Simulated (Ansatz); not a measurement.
**Boron, dhcp under PBE: structure, energy and stiffness**

Aim: take boron in the dhcp structure, relax it, solve it on a dense k-mesh, then scale the cell to 7 volumes from 88 to 112 % of the relaxed one and try a fit of the equation of state. Spin polarisation is left out. The k-meshes are 17×17×5 for the relaxation; 27×27×3 for the dense run; 23×23×2 for the volumes.

Computed with Ansatz 0.2.0 (DFT PBE, plane waves (420 eV) with PAW, scalar-relativistic, unless a step says otherwise).

**1. The system as given**

Symmetry: P6_3/mmc, No. 194, hexagonal system. The conventional cell has a = 2.101 Å, b = 2.101 Å, c = 6.861 Å, α = 90.00°, β = 90.00°, γ = 120.00°. B (site symmetry -3m) has 12 B at 2.10 Å as nearest neighbours. B (site symmetry -6m2) has 12 B at 2.10 Å as nearest neighbours.

Coordinates:

```cif
data_structure
_symmetry_space_group_name_H-M 'P 1'
_symmetry_Int_Tables_number 1
_cell_length_a 2.1006
_cell_length_b 2.1006
_cell_length_c 6.8605
_cell_angle_alpha 90.000
_cell_angle_beta 90.000
_cell_angle_gamma 120.000
_cell_volume 26.22
loop_
_atom_site_label
_atom_site_type_symbol
_atom_site_fract_x
_atom_site_fract_y
_atom_site_fract_z
_atom_site_occupancy
B1 B 0.00000 0.00000 0.00000 1
B2 B 0.00000 0.00000 0.50000 1
B3 B 0.33333 0.66667 0.25000 1
B4 B 0.66667 0.33333 0.75000 1
```

**2. Relaxation of the cell**

The input, input.yaml:

```yaml
crystal:
  lattice:
    - [2.1005919712, 0.0, 0.0]
    - [-1.0502959856, 1.81916601, 0.0]
    - [0.0, 0.0, 6.8605333778]
  atoms:
    - { symbol: B, position: [0.0, 0.0, 0.0] }
    - { symbol: B, position: [0.0, 0.0, 0.5] }
    - { symbol: B, position: [0.3333333333, 0.6666666667, 0.25] }
    - { symbol: B, position: [0.6666666667, 0.3333333333, 0.75] }
hamiltonian:
  xc: pbe
  pseudopotentials:
    kind: paw
    azcp:
      B: "pseudopotentials/B.paw.azcp"
basis:
  ecutwfc: 420
  fft_grid_basis: typed
kpoints:
  mp_grid: { grid: [17, 17, 5], shift: [0, 0, 0] }
magnetization:
  spin_polarized: false
scf:
  occupations: { method: fermi_dirac, width: 0.1 }
relax:
  max_steps: 60
  f_tol: 0.01
  cell: {}
output:
  write_density: true
  write_potential: true
  elf: true
  volumetric_format: npy
```

Launch:

```bash
$ ansatz run input.yaml --threads 1 --pin off --max-ram 3584MiB --backend cpu --events-out ev --progress --plain --runs-dir out
```

The runs that follow: The energy on a finer k-mesh; At 88 % of the relaxed volume; At 92 % of the relaxed volume; At 96 % of the relaxed volume; At 100 % of the relaxed volume; At 104 % of the relaxed volume; At 108 % of the relaxed volume; At 112 % of the relaxed volume.

Q: Predict the outcome of this session. Wanted: space group; conventional cell; volume; shortest distance; gap on the mesh; relative to alpha-rhombohedral; highest ELF outside the cores; V₀, B₀, B₀′.

**Answer**, as computed:

| quantity | value |
| --- | --- |
| space group (spins left aside) | P6_3/mmc (No. 194) |
| conventional cell | a = 1.715 Å, c = 18.328 Å (c/a = 10.686) |
| volume | 11.674 Å³/atom |
| shortest distance | 1.715 Å |
| gap on the mesh | none (levels filled in part) |
| relative to alpha-rhombohedral (B12) | +706 meV/atom |
| highest ELF outside the cores | 0.76, 0.99 Å from the nearest atom |
| V₀, B₀, B₀′ | 11.556 Å³/atom, 149 GPa, 3.6 |

**Reading.** The relaxation enlarged the cell by 78.1 % in volume. Against the reference form of boron (alpha-rhombohedral (B12), computed apart with the same settings) it stands 706 meV/atom higher, so it is far from stable. No gap shows: it is a metal or semimetal at this level. The fitted modulus is 149 GPa; letting shape and positions relax at each volume could only lower it. The symmetry was held, so the structure may be unstable against distortions that break it.
